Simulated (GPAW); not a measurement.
## GaP: single point with PBE

**What was measured.**

From “Stacking defects in GaP nanowires: Electronic structure and optical properties”, 2018, arxiv:1810.01194, for a bulk crystal of GaP at 10 K: band gap 2.34 eV (indirect).

The system is GaP.

```
CELL_PARAMETERS angstrom
0.00000 2.72525 2.72525
2.72525 0.00000 2.72525
2.72525 2.72525 0.00000
ATOMIC_POSITIONS crystal
Ga 0.00000 0.00000 0.00000
P 0.75000 0.75000 0.75000
```

| Item | Value |
| --- | --- |
| Program | GPAW 26.7.0 |
| Task | single point |
| Functional | PBE |
| Potentials or basis | GPAW PAW data sets (gpaw-data 1.2.1) |
| Cutoff | 600 eV |
| Basis | pw |
| k mesh | 8 × 8 × 8 |
| Occupations | gaussian, width 0.019 eV |
| Spin | no spin polarisation |

The pressure is 4.5 GPa and the band gap on the k mesh is 1.67 eV, indirect (least direct gap 1.89 eV).

Levels at points of the mesh, in eV from the valence-band top:
| k point | band 2 | band 3 | band 4 | band 5 | band 6 | band 7 |
| --- | --- | --- | --- | --- | --- | --- |
| (0.00, 0.00, 0.00) | 0.00 | 0.00 | 0.00 | 1.89 | 3.93 | 3.93 |
| (0.50, 0.50, 0.00) | -6.72 | -2.66 | -2.66 | 1.67 | 1.85 | 10.64 |
| (0.50, 0.50, 0.50) | -6.60 | -1.11 | -1.11 | 1.73 | 4.75 | 4.75 |

Run time: 9.8 s on 1 thread of Arm Neoverse V1, on a shared host, peak memory 0.15 GiB.

Against the measured gap of GaP, 2.34 eV (indirect; 10 K; quoted in “Stacking defects in GaP nanowires: Electronic structure and optical properties”, 2018, arxiv:1810.01194), the calculated 1.67 eV is off by -0.67 eV. Spin-orbit coupling on Ga is left out. The value is that of PBE on a finite k mesh, which can miss the band edges, without temperature or zero-point motion. Semilocal functionals fall short of measured gaps as a rule.
